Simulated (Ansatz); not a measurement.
**LiNbO₃: pressure against volume**

LiNbO₃, R3c, a = 5.138 Å, c = 13.884 Å. Ansatz: r2SCAN, PAW, 500 eV, Γ-centred 6×6×6 mesh on 10 atoms, Gaussian smearing 0.02 eV; no spin polarisation. Shape and atoms are relaxed at each volume; pressure is positive in compression.

| V (Å³/atom) | P (GPa) |
| --- | --- |
| 9.944 | 8.42 |
| 10.261 | ? |
| 10.579 | 0.03 |
| 10.896 | -3.16 |
| 11.213 | -5.65 |

**Question.** Take V0 = 10.579 Å³/atom, count pressures from its P0 = 0.03 GPa, fit the third-order Birch–Murnaghan form to the other rows, and predict the missing pressure.

**Answer.** With the Eulerian strain f = ½[(V0/V)^(2/3) − 1] and y = (P − P0)/[3f(1 + 2f)^(5/2)], the form is the line y = B0 + 1.5 B0 (B0′ − 4) f. Rows (f, y): 0.02107, 119.7; -0.00975, 114.6; -0.01903, 109.6. Means f = -0.002570, y = 114.63; Σ(Δf)² = 0.0008813, ΣΔfΔy = 0.2029; the slope is their ratio. y = 115.2 + 230.2 f GPa, so B0 = 115.2 GPa and B0′ = 4 + 2 × (230.2)/(3 × 115.2) = 5.33. At V = 10.261, f = 0.01028, y = 117.57 and P = 3.84 GPa. The run gave 3.85 GPa, so the fit is 0.01 GPa too low, within the rms miss on the fitted rows (0.05 GPa).

Cost: 5 runs of about 32 core-minutes in all, on Intel Xeon Processor @ 2.50GHz (Skylake/Cascade Lake) (shared hosts).